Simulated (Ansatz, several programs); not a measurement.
KF built on the NiAs prototype, relaxed with PBE in Ansatz (plane waves, PAW): space group P6_3/mmc (No. 194), hexagonal; a = 3.740 Å, c = 6.595 Å in the conventional setting, 19.97 Å³ an atom. Around K lie 6 F at 2.72 Å; around F lie 6 K at 2.72 Å. The cell was then scaled with its shape and fractional coordinates held, which makes it stiffer than a relaxed compression. Spin-unpolarised throughout. Whether this structure exists isn't addressed.

| V (Å³/atom) | E (meV/atom) |
| --- | --- |
| 18.771 | 7.28 |
| 19.969 | 0.00 |
| 20.568 | 1.50 |
| 21.167 | 5.71 |

Task: Pass a cubic E = c₀ + c₁u + c₂u² + c₃u³, with u = V − 20.119 Å³, through these points.

Result: c₀ = 0.09, c₁ = +1.272, c₂ = 4.338, c₃ = -0.4168 (meV and Å³).

Task: Where is the minimum, and what bulk modulus follows?

Result: dE/du = 0 at u = -0.144, so V₀ = 19.98 Å³. B = V₀ d²E/dV² = 19.98 × (2c₂ + 6c₃u) = 19.98 × 9.035 = 180 meV/Å³, and 1 meV/Å³ is 0.16022 GPa: 29 GPa. A third-order Birch-Murnaghan fit to all five points gives 19.97 Å³ and 29 GPa.

Task: Predict the energy and the pressure at the withheld volume, 19.370 Å³.

Result: With u = -0.749: E ≈ 1.75 meV and P = −dE/dV ≈ +0.95 GPa. The run gives 1.75 meV and, from its stress, +0.94 GPa.
